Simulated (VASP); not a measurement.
## NaF (Villiaumite): relaxation of cell and atoms with LDA

The system is NaF (Villiaumite).

```xyz
2
Lattice="0.0000 2.3200 2.3200 2.3200 0.0000 2.3200 2.3200 2.3200 0.0000" Properties=species:S:1:pos:R:3 pbc="T T T"
Na    0.0000    0.0000    0.0000
F     2.3200    2.3200    2.3200
```

```yaml
Program: VASP 6.6.1
Task: relaxation of cell and atoms
Functional: LDA
Potentials_or_basis: VASP PAW LDA potentials, release 64 (Na_pv, F)
Cutoff: 600 eV
k_mesh: 10 × 10 × 10
Occupations: gaussian, width 0.03 eV
Spin: no spin polarisation
Further_INCAR_settings: ALGO = Normal; EDIFF = 1e-06; IBRION = 2; EDIFFG = -0.01; NSW = 90; ISIF = 3
```

```json
{
  "Relaxed volume": "11.38 Å³/atom",
  "Relaxed cell": "a = 3.181 Å, b = 3.181 Å, c = 3.181 Å, α = 60.00°, β = 60.00°, γ = 60.00°",
  "Space group after relaxing (to 0.05 Å)": "Fm-3m (No. 225)",
  "Energy gained by relaxing": "17.9 meV/atom",
  "Ionic steps": "3",
  "Pressure after relaxing": "-0.1 GPa",
  "Band gap on the k mesh": "6.46 eV, direct"
}
```

The path:
| step | energy change (eV) | largest force (eV/Å) | pressure (GPa) | volume (Å³) |
| --- | --- | --- | --- | --- |
| 1 | 0.0000 | 0.0000 | -4.71 | 24.97 |
| 2 | -0.0288 | 0.0000 | -2.29 | 23.67 |
| 3 | -0.0358 | 0.0000 | -0.08 | 22.75 |

Final structure:
```yaml
crystal:
  lattice:
    - [0.00000, 2.24909, 2.24909]
    - [2.24909, 0.00000, 2.24909]
    - [2.24909, 2.24909, 0.00000]
  atoms:
    - { symbol: Na, position: [0.00000, 0.00000, 0.00000] }
    - { symbol: F, position: [0.50000, 0.50000, 0.50000] }
```

Levels at points of the mesh, in eV from the valence-band top:
```
           k point  band 5  band 6  band 7  band 8  band 9  band 10
(0.00, 0.00, 0.00)    0.00    0.00    0.00    6.46   19.16    19.16
(0.50, 0.00, 0.00)   -1.87   -0.32   -0.32   10.94   12.86    20.64
(0.50, 0.50, 0.00)   -1.47   -0.46   -0.46   13.12   13.50    14.14
```

Run time: 15 s on 1 thread of AMD EPYC 9R45 96-Core Processor (Zen 5), with other jobs on the host, peak memory 0.12 GiB.

A k mesh can miss the band edges. LDA usually gives volumes a few per cent too small.
